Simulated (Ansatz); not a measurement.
Geometry optimisation, Ansatz, DFT PBEsol, scalar-relativistic, plane waves, PAW.

input.yaml

```yaml
crystal:
  lattice:
    - [10.86, 0.0, 0.0]
    - [0.0, 10.86, 0.0]
    - [0.0, 0.0, 10.86]
  atoms:
    - { symbol: Si, position: [0.4992584, 0.0013146, 0.000442] }
    - { symbol: Si, position: [0.6244849, 0.1291456, 0.1302861] }
    - { symbol: Si, position: [0.7503649, 0.2502232, 0.0062416] }
    - { symbol: Si, position: [0.8712763, 0.3755682, 0.1278284] }
    - { symbol: Si, position: [0.7475488, -0.0016513, 0.2506427] }
    - { symbol: Si, position: [0.8767023, 0.127978, 0.3696213] }
    - { symbol: Si, position: [0.003804, -0.0007747, -0.0061] }
    - { symbol: Si, position: [0.1239196, 0.1190353, 0.1211757] }
    - { symbol: Si, position: [0.2450634, 0.2522627, 0.0014779] }
    - { symbol: Si, position: [0.3701253, 0.3734063, 0.1202227] }
    - { symbol: Si, position: [0.4996766, 0.4972413, 0.0004678] }
    - { symbol: Si, position: [0.626732, 0.6264874, 0.1249088] }
    - { symbol: Si, position: [0.7491208, 0.7508061, 0.0018596] }
    - { symbol: Si, position: [0.8709245, 0.8727734, 0.1301968] }
    - { symbol: Si, position: [0.2508806, 0.0018465, 0.2451995] }
    - { symbol: C, position: [0.3767314, 0.1235446, 0.3764173] }
    - { symbol: Si, position: [0.4983486, 0.2470619, 0.2493061] }
    - { symbol: Si, position: [0.6225302, 0.3752299, 0.3726379] }
    - { symbol: Si, position: [0.7539144, 0.4951809, 0.2469942] }
    - { symbol: Si, position: [0.8766396, 0.629346, 0.3717099] }
    - { symbol: Si, position: [0.6262672, 0.1196977, 0.6247413] }
    - { symbol: Si, position: [0.7500106, 0.2439903, 0.5003715] }
    - { symbol: Si, position: [0.8708948, 0.3752926, 0.6218836] }
    - { symbol: Si, position: [0.7440483, 0.0017348, 0.7513431] }
    - { symbol: Si, position: [0.8806351, 0.1263373, 0.8784303] }
    - { symbol: Si, position: [0.0003656, 0.4984047, -0.0026249] }
    - { symbol: Si, position: [0.1261421, 0.6272428, 0.1224267] }
    - { symbol: Si, position: [0.2455845, 0.7500231, 0.0035016] }
    - { symbol: Si, position: [0.3754358, 0.8720042, 0.1266127] }
    - { symbol: Si, position: [0.000112, 0.2545186, 0.2527252] }
    - { symbol: Si, position: [0.1226448, 0.381373, 0.3682941] }
    - { symbol: Si, position: [0.2465302, 0.4997024, 0.2464859] }
    - { symbol: Si, position: [0.3778523, 0.6292403, 0.3770763] }
    - { symbol: Si, position: [0.5005319, 0.7494475, 0.2493517] }
    - { symbol: Si, position: [0.622849, 0.8791699, 0.3751313] }
    - { symbol: Si, position: [-0.0059671, -0.0024569, 0.502275] }
    - { symbol: Si, position: [0.1262592, 0.1173915, 0.6243102] }
    - { symbol: Si, position: [0.2483822, 0.2461382, 0.499023] }
    - { symbol: Si, position: [0.3792019, 0.3768106, 0.6252271] }
    - { symbol: Si, position: [0.4991595, 0.4958015, 0.5012934] }
    - { symbol: Si, position: [0.6211039, 0.6255782, 0.6296508] }
    - { symbol: Si, position: [0.7519401, 0.7474862, 0.5004802] }
    - { symbol: Si, position: [0.8755058, 0.8786225, 0.6244949] }
    - { symbol: Si, position: [0.2514405, -0.0041697, 0.7529048] }
    - { symbol: Si, position: [0.3760246, 0.1220866, 0.8765517] }
    - { symbol: Si, position: [0.5032595, 0.2495249, 0.7540176] }
    - { symbol: Si, position: [0.6223114, 0.3768759, 0.8774198] }
    - { symbol: Si, position: [0.7528022, 0.4991276, 0.7520559] }
    - { symbol: Si, position: [0.8749345, 0.6257041, 0.8772955] }
    - { symbol: Si, position: [0.0026124, 0.7504624, 0.2517617] }
    - { symbol: Si, position: [0.1207655, 0.8709674, 0.378224] }
    - { symbol: Si, position: [0.0039918, 0.5004026, 0.4995532] }
    - { symbol: Si, position: [0.1260965, 0.6245032, 0.6253227] }
    - { symbol: Si, position: [0.2493793, 0.7499995, 0.4946503] }
    - { symbol: Si, position: [0.3728226, 0.873996, 0.6197367] }
    - { symbol: Si, position: [-0.0001521, 0.2488268, 0.7526506] }
    - { symbol: Si, position: [0.1232858, 0.3772624, 0.8756497] }
    - { symbol: Si, position: [0.2498029, 0.5017379, 0.7491841] }
    - { symbol: Si, position: [0.3802164, 0.622032, 0.8766257] }
    - { symbol: Si, position: [0.5056327, 0.7528961, 0.7532795] }
    - { symbol: Si, position: [0.6287868, 0.8730086, 0.8796367] }
    - { symbol: Si, position: [-0.0023876, 0.7489902, 0.7455577] }
    - { symbol: Si, position: [0.1257075, 0.8761931, 0.8763804] }
basis:
  ecutwfc: 420.0
kpoints:
  mp_grid: { grid: [1, 1, 1] }
hamiltonian:
  xc: pbesol
  pseudopotentials: { kind: paw, azcp: { folder: soft_1 } }
scf:
  occupations: { method: gaussian, width: 0.02 }
  lower_state_search: "off"
relax:
  f_tol: 0.03
  max_steps: 60
  adjacent_minimum: "off"
output:
  write_density: true
  write_potential: true
  elf: true
  volumetric_format: npy
```

Launched with:

```bash
$ ansatz run input.yaml --threads 4 --pin off --max-ram 10240MiB --backend cpu --events-out ev --progress --plain --runs-dir out
```

Task: Where does it end, and by what steps?

Result: The run converged. Limits of this set-up: coarse k mesh, PAW files made for another functional, no spin, though dangling bonds at a vacancy may carry it. After 6 steps the energy has fallen by 4.208 eV; C16 moved furthest, 0.73 Å.

| step | energy less start (eV) | largest force component (eV/Å) | accepted |
| --- | --- | --- | --- |
| 0 | 0.0000 | 2.055 | yes |
| 1 | -2.7639 | 1.541 | yes |
| 2 | -3.9186 | 0.666 | yes |
| 3 | -4.1153 | 0.257 | yes |
| 4 | -4.1413 | 0.177 | yes |
| 5 | -4.2061 | 0.041 | yes |
| 6 | -4.2078 | 0.011 | yes |

```xyz
63
Lattice="10.8600 0.0000 0.0000 0.0000 10.8600 0.0000 0.0000 0.0000 10.8600" Properties=species:S:1:pos:R:3
Si 5.421 0.003 0.005
Si 6.679 1.346 1.462
Si 8.091 2.674 0.061
Si 9.481 4.068 1.361
Si 8.073 -0.006 2.786
Si 9.487 1.359 4.069
Si -0.013 0.008 -0.009
Si 1.360 1.362 1.363
Si 2.697 2.728 -0.007
Si 4.062 4.065 1.362
Si 5.418 5.438 -0.008
Si 6.789 6.781 1.409
Si 8.162 8.123 0.058
Si 9.504 9.496 1.408
Si 2.841 0.291 2.845
C 3.667 1.758 3.670
Si 5.134 2.584 2.844
Si 6.678 3.967 4.082
Si 8.092 5.369 2.755
Si 9.490 6.795 4.055
Si 6.764 1.177 6.764
Si 8.074 2.644 5.433
Si 9.505 4.020 6.792
Si 8.157 -0.063 8.161
Si 9.490 1.375 9.494
Si -0.009 5.433 -0.004
Si 1.357 6.803 1.361
Si 2.750 8.193 0.060
Si 4.078 9.606 1.462
Si -0.008 2.728 2.699
Si 1.359 4.066 4.066
Si 2.698 5.434 2.700
Si 4.067 6.799 4.069
Si 5.431 8.213 2.786
Si 6.759 9.527 4.257
Si 0.000 0.003 5.426
Si 1.458 1.346 6.682
Si 2.840 2.585 5.137
Si 4.078 3.966 6.683
Si 5.421 5.424 5.426
Si 6.811 6.722 6.814
Si 8.155 8.129 5.492
Si 9.561 9.474 6.814
Si 2.782 -0.006 8.076
Si 4.066 1.359 9.489
Si 5.431 2.643 8.076
Si 6.789 4.020 9.508
Si 8.163 5.370 8.166
Si 9.503 6.783 9.507
Si 0.057 8.194 2.753
Si 1.457 9.607 4.082
Si -0.013 5.438 5.421
Si 1.405 6.780 6.792
Si 2.781 8.211 5.433
Si 4.247 9.520 6.765
Si 0.057 2.675 8.095
Si 1.357 4.068 9.485
Si 2.751 5.368 8.096
Si 4.051 6.795 9.495
Si 5.489 8.128 8.160
Si 6.809 9.475 9.565
Si 0.055 8.122 8.166
Si 1.404 9.496 9.508
```

The run took 46 s on 4 threads of Arm Neoverse V2 (shared host), peak memory 1.1 GiB.
